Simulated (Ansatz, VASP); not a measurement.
Given: the input of a run of Ansatz 0.2.0 on Ba.

Contents of input.yaml:

```yaml
crystal:
  lattice:
    - [-2.47176, 2.477647, 2.448514]
    - [2.565311, -2.52802, 2.592438]
    - [2.450657, 2.506917, -2.498887]
  atoms:
    - { symbol: Ba, position: [-0.001075, 0.004745, -0.011468] }
hamiltonian:
  xc: pbesol
  pseudopotentials: { kind: paw }
kpoints:
  mp_grid: { grid: [8, 8, 8] }
scf:
  occupations: { method: fermi_dirac, width: 0.05 }
output:
  forces: true
  stress: true
  eigenvalues: true
```

Potentials or basis: Ansatz PAW.

The run is started by

```bash
$ ansatz run input.yaml --threads 1 --pin off --max-ram 3584MiB --backend cpu --events-out ev --progress --plain --runs-dir out
```

Translate it to VASP 6.6.1. Potentials there: VASP PAW PBE potentials, release 64 (Ba_sv).

As run (the cutoff follows the program's own potentials):

INCAR

```
SYSTEM = Ba
  PREC = Accurate
  ENCUT = 520
  EDIFF = 1E-6
  ISMEAR = -1
  SIGMA = 0.05
  LREAL = .FALSE.
  LASPH = .TRUE.
  NELM = 80
  ALGO = Fast
  ISIF = 2
  LWAVE = .FALSE.
  LCHARG = .FALSE.
  GGA = PS
  NBANDS = 11
```

KPOINTS

```
regular mesh
0
G
  8 8 8
  0 0 0
```

The input POSCAR:

```
Ba
1.0
   -2.4717600000      2.4776470000      2.4485140000
    2.5653110000     -2.5280200000      2.5924380000
    2.4506570000      2.5069170000     -2.4988870000
Ba
1
Direct
   -0.0010750000      0.0047450000     -0.0114680000
```

Potentials or basis: VASP PAW PBE potentials, release 64 (Ba_sv).

Launch:

```bash
$ cat potpaw_PBE.64/Ba_sv/POTCAR > POTCAR
$ mpirun -np 1 vasp_std > vasp.out
```

Both were run:

|  | VASP | Ansatz | Ansatz less VASP |
| --- | --- | --- | --- |
| gap on the k mesh at the Fermi level (eV) | none | none | - |
| pressure (GPa) | -0.6 | -0.7 | -0.06 |
| largest component of the traceless stress (GPa) | 0.40 | 0.39 | -0.002 |

A gap of «none» marks a metal or a gap that the smearing closes.

Caveats: the PAW data sets were made with another functional, which shifts forces and pressure a little (VASP); the PAW data sets come from PBE, with cores solved anew for the run's functional, which leaves a small shift of forces and pressure (Ansatz). The runs have no spin-orbit coupling, so splittings on Ba are missing.
